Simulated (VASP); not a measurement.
**AlRu: band structure with revPBE+D3(BJ)+U**

Crystal: AlRu.

```
Ru Al
1.0
     3.00574    0.00945    0.02756
     0.00945    2.95313    0.01013
     0.02756    0.01013    3.01663
Ru Al
1 1
Direct
  0.50000 0.50000 0.50000
  0.00000 0.00000 0.00000
```

The cell isn't the ideal one: cell strained at random at fixed volume.

```yaml
Program: VASP 6.6.1
Task: band structure
Functional: revPBE
Dispersion: D3(BJ)
Potentials_or_basis: VASP PAW PBE potentials, release 54 (Ru, Al)
Cutoff: 500 eV
k_mesh: 9 × 9 × 9
Occupations: methfessel-paxton, width 0.1 eV
Spin: no spin polarisation
Hubbard_terms: Ru d U = 4 eV
Further_INCAR_settings: LREAL = Auto; ALGO = Normal; EDIFF = 1e-06; MAXMIX = 40
```

```
Pressure                   : -15.1 GPa
Band gap along the path    : none (metal or under the smearing width)
Dispersion energy per atom : -0.977 eV
```

Stress tensor (GPa, compression positive):
```
-16.25  -0.69  -2.21
 -0.69 -12.04  -0.73
 -2.21  -0.73 -17.04
```

Levels at the corners of the path, in eV from the Fermi level:
| point | band 2 | band 3 | band 4 | band 5 | band 6 | band 7 | band 8 | band 9 |
| --- | --- | --- | --- | --- | --- | --- | --- | --- |
| X | -4.81 | -2.11 | -2.06 | -1.92 | 0.00 | 3.20 | 7.92 | 11.49 |
| Γ | -2.98 | -2.97 | -0.28 | -0.18 | -0.07 | 6.39 | 6.50 | 7.04 |
| Γ | -2.98 | -2.97 | -0.28 | -0.18 | -0.07 | 6.39 | 6.50 | 7.04 |
| Y | -5.02 | -2.19 | -2.01 | -1.76 | 0.10 | 2.91 | 7.91 | 11.38 |
| L | -2.41 | -1.62 | -1.56 | -0.85 | -0.68 | 2.28 | 6.12 | 6.32 |
| Γ | -2.98 | -2.97 | -0.28 | -0.18 | -0.07 | 6.39 | 6.50 | 7.04 |
| Γ | -2.98 | -2.97 | -0.28 | -0.18 | -0.07 | 6.39 | 6.50 | 7.04 |
| Z | -5.06 | -2.20 | -1.97 | -1.76 | 0.11 | 2.85 | 7.92 | 11.49 |
| N | -2.42 | -1.59 | -1.53 | -0.88 | -0.69 | 2.25 | 6.08 | 6.29 |
| Γ | -2.98 | -2.97 | -0.28 | -0.18 | -0.07 | 6.39 | 6.50 | 7.04 |
| Γ | -2.98 | -2.97 | -0.28 | -0.18 | -0.07 | 6.39 | 6.50 | 7.04 |
| M | -2.49 | -1.41 | -1.37 | -1.01 | -0.75 | 2.15 | 5.78 | 6.20 |
| R | -4.85 | -4.83 | 2.26 | 2.39 | 3.08 | 4.57 | 4.87 | 4.90 |
| Γ | -2.98 | -2.97 | -0.28 | -0.18 | -0.07 | 6.39 | 6.50 | 7.04 |

Eigenvalues of the final occupation matrices:
| site | spin | trace | eigenvalues |
| --- | --- | --- | --- |
| site 1 d | 1 | 3.64 | 0.56 0.57 0.83 0.83 0.83 |
| site 1 d | 2 | 3.64 | 0.56 0.57 0.83 0.83 0.83 |

It took 60 s on 1 thread of Intel(R) Xeon(R) Platinum 8559C (Emerald Rapids), with other jobs on the host, peak memory 0.23 GiB.

Caveat: the PAW data sets were made with another functional, which shifts forces and pressure a little; U without spin polarisation on a metal has little footing; pairwise dispersion overbinds metals, which lowers pressure and volume; the U is typed as a test and isn't derived for this compound.
